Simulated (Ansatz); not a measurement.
# BaTiO3: an energy map of one atom

This session takes BaTiO3 and sets out to map the energy of atom 3 (O) over a plane.

Method: DFT PBE+U, scalar-relativistic, plane waves, PAW, in Ansatz 0.2.0.

1 further run of the same task is left out (set aside as unsound or not needed). Runs told in other sessions of the task aren't counted.

### Step 1. The structure to begin with

It takes space group Amm2 (No. 38, orthorhombic). Conventional cell: a = 4.008 Å, b = 5.747 Å, c = 5.772 Å, α = 90.00°, β = 90.00°, γ = 90.00°. Ba (site symmetry mm2) is surrounded by 12 O at 2.79 to 2.98 Å. Around Ti (site symmetry mm2) lie 6 O at 1.89 to 2.19 Å. O (site symmetry mm2) has 2 Ti at 2.01 Å and 4 Ba at 2.79 to 2.98 Å in its first shell of neighbours. Around O (site symmetry m) lie 2 Ti at 1.89 to 2.19 Å and 2 Ba at 2.82 Å.

Coordinates:

```xyz
5
Lattice="4.0082 0.0000 0.0000 0.0000 2.8733 2.8859 0.0000 -2.8733 2.8859" Properties=species:S:1:pos:R:3 pbc="T T T"
Ba    0.0000    0.0000    0.0466
Ti    2.0041    0.0000    2.9997
O     0.0000    0.0000    2.8376
O     2.0041   -1.4056    4.2619
O     2.0041    1.4056    4.2619
```

It is the result of an earlier relaxation at this level (volume 13.29 Å³/atom; gap on the mesh: 2.52 eV).

### Step 2. Zero of energy

The reference gives a free energy of -10156.1309 eV, pressure 0.01 GPa, largest force 0.007 eV/Å and gap on the mesh 2.52 eV. It was computed beforehand with the settings of the runs below.

### Step 3. Next: an energy map of one atom

Atom 3 (O) is moved by p along (0.000, 1.000, 0.000) and q along (0.000, 0.000, 1.000) (Å), all else fixed; its images in the other cells move with it. Points alike by symmetry are run once.

### Step 4. At p = -0.450, q = -0.450

input.yaml

```yaml
crystal:
  lattice:
    - [4.0082194129, 0.0, 0.0]
    - [0.0, 2.8732814832, 2.8859184405]
    - [0.0, -2.8732814832, 2.8859184405]
  atoms:
    - { symbol: Ba, position: [0.0, 0.0080771898, 0.0080771898] }
    - { symbol: Ti, position: [0.5, 0.5197092923, 0.5197092923] }
    - { symbol: O, position: [0.0, 0.3353543674, 0.4919697226] }
    - { symbol: O, position: [0.5, 0.4938075436, 0.9829991481] }
    - { symbol: O, position: [0.5, 0.9829991481, 0.4938075436] }
basis:
  ecutwfc: 420
kpoints:
  mp_grid: { grid: [6, 6, 6] }
hamiltonian:
  xc: pbe
  hubbard: { sites: [{ species: Ti, l: d, u_eff: 4.0 }] }
scf:
  occupations: { method: gaussian, width: 0.05 }
output:
  forces: true
  stress: true
  eigenvalues: true
```

Started as:

```bash
ansatz run input.yaml --threads 2 --pin off --max-ram 5120MiB --backend cpu --events-out ev --progress --plain --runs-dir out
```

The session goes on with these runs: point p = -0.450, q = 0.000; p = -0.450, q = 0.450; point p = 0.000, q = -0.450; At p = 0.000, q = 0.450; p = -0.450, q = -0.225; p = -0.450, q = 0.225; p = -0.225, q = -0.450; At p = -0.225, q = 0.000; p = -0.225, q = 0.450; point p = 0.000, q = -0.225; p = 0.000, q = 0.225; At p = -0.225, q = -0.225; p = -0.225, q = 0.225.

What does the calculation give? Wanted: highest point; lowest point away from the origin.

The runs gave:

```
                         quantity                                       value
                    highest point  1.166 eV/cell at (p, q) = (-0.450, -0.450)
lowest point away from the origin             0.126 eV/cell at (0.000, 0.225)
```

**Reading.** No computed point lies below the origin. Read as harmonic, the points at ±0.225 Å give force constants of 5.10 eV/Å² along p and 5.35 eV/Å² along q, so the site is nearly isotropic in this plane. The gap on the mesh runs from 2.06 to 2.52 eV over the map.
